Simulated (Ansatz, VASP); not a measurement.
# Ti: VASP beside Ansatz

File INCAR:

```
SYSTEM = Ti
  PREC = Accurate
  ENCUT = 520
  EDIFF = 1E-6
  ISMEAR = -1
  SIGMA = 0.08
  LREAL = .False.
  LASPH = .True.
  NELM = 60
  ALGO = Normal
  ISIF = 2
  LWAVE = .False.
  LCHARG = .False.
  GGA = PE
  NBANDS = 19
```

Contents of KPOINTS:

```
regular mesh
0
Gamma
  13 13 7
  0 0 0
```

File POSCAR:

```
Ti
1.0
    2.9201978648      0.0000000000      0.0000000000
   -1.4600989324      2.5289655350      0.0000000000
    0.0000000000      0.0000000000      4.6386634303
Ti
2
Direct
    0.3333333333      0.6666666667      0.2500000000
    0.6666666667      0.3333333333      0.7500000000
```

Input for Ansatz:

```yaml
crystal:
  lattice:
    - [2.9201978648, 0.0, 0.0]
    - [-1.4600989324, 2.528965535, 0.0]
    - [0.0, 0.0, 4.6386634303]
  atoms:
    - { symbol: Ti, position: [0.3333333333, 0.6666666667, 0.25] }
    - { symbol: Ti, position: [0.6666666667, 0.3333333333, 0.75] }
kpoints:
  mp_grid: { grid: [13, 13, 7] }
scf:
  occupations: { method: fermi_dirac, width: 0.08 }
hamiltonian:
  xc: pbe
  pseudopotentials: { kind: all_electron, lapw: { basis_error: 0.0005 } }
output:
  forces: true
  stress: true
  eigenvalues: true
```

Change from the starting cell: volume scaled by 0.97.

Alike in both runs: task single point; functional PBE; k mesh 13 × 13 × 7; occupations fermi-dirac, width 0.08 eV; no spin polarisation.

|  | VASP | Ansatz |
| --- | --- | --- |
| version | VASP 6.6.1 | Ansatz 0.2.0 |
| potentials or method | VASP PAW PBE potentials, release 64 (Ti_sv) | all-electron LAPW, scalar-relativistic |
| plane-wave cutoff (eV) | 520 | see its input |

Ansatz gave:

```
pressure (GPa)                                  : 1.8
largest component of the traceless stress (GPa) : 0.21
```

Q: Estimate VASP's values.

A: Pressure (GPa): 1.6; largest component of the traceless stress (GPa): 0.21.

Ansatz ran all-electron here, so the differences hold the error of VASP's frozen core and of both bases.
